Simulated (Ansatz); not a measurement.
`F[SiH2][SiH](F)F` + `CC(=O)O` → `CC(=O)O[SiH](F)F` + `F[SiH3]` at 600 K and 1 bar (cleavage of the Si–Si bond).

Gas-phase electronic energies from Ansatz, PBE0-D4/def2-TZVP geometries. CCSD(T)/CBS is the MP2 limit (def2-TZVPP, def2-QZVPP) plus CCSD(T) − MP2 in def2-TZVPP, frozen cores. This one scheme is used for every species. One conformer a species, not always the lowest.

```json
{"species": "`F[SiH2][SiH](F)F`", "CCSD(T)/CBS energy (Eh)": "-879.52477", "H − E (kJ/mol)": "150.2", "S (J/(mol·K))": "439.8"}
{"species": "`CC(=O)O`", "CCSD(T)/CBS energy (Eh)": "-228.87529", "H − E (kJ/mol)": "204.1", "S (J/(mol·K))": "348.2"}
{"species": "`CC(=O)O[SiH](F)F`", "CCSD(T)/CBS energy (Eh)": "-717.72603", "H − E (kJ/mol)": "245.8", "S (J/(mol·K))": "479.8"}
{"species": "`F[SiH3]`", "CCSD(T)/CBS energy (Eh)": "-390.72345", "H − E (kJ/mol)": "101.0", "S (J/(mol·K))": "280.0"}
```

H − E and S are ideal-gas, rigid-rotor, harmonic terms from PBE0-D4/def2-TZVP, for one conformer and one mirror image of each species. 1 Eh = 2625.50 kJ/mol, R = 8.31446 J/(mol·K).

Q: By hand: ΔE, ΔH, ΔS and ΔG.

A: ΔE = (-717.72603) + (-390.72345) − (-879.52477) − (-228.87529) = -0.04942 Eh = -129.8 kJ/mol. Δ(H − E) = 245.8 + 101.0 − 150.2 − 204.1 = -7.5, so ΔH = -137.3 kJ/mol. ΔS = 479.8 + 280.0 − 439.8 − 348.2 = -28.2 J/(mol·K). ΔG = -137.3 − 600 × (-28.2)/1000 = -120.4 kJ/mol.

Q: By hand: the equilibrium constant, and the temperature at which ΔG would vanish if ΔH and ΔS stayed fixed.

A: log₁₀ K = −ΔG/(RT ln 10) = 10.5. ΔG = 0 at ΔH/ΔS = 4869 K, far beyond where these terms or the molecules hold.

ΔH outweighs TΔS. A doubt of 5 kJ/mol in ΔE shifts log₁₀ K by 0.4 here. Other conformers and mirror images would add mixing entropy, several J/(mol·K) or more a flexible species. Modes under 60 cm⁻¹, often nearly free rotors, make the harmonic entropy too high. These are equilibria of isolated gas molecules and say nothing of rates. Largest T1 diagnostic: 0.015 (customary marks: 0.02 for closed shells, 0.045 for open ones).
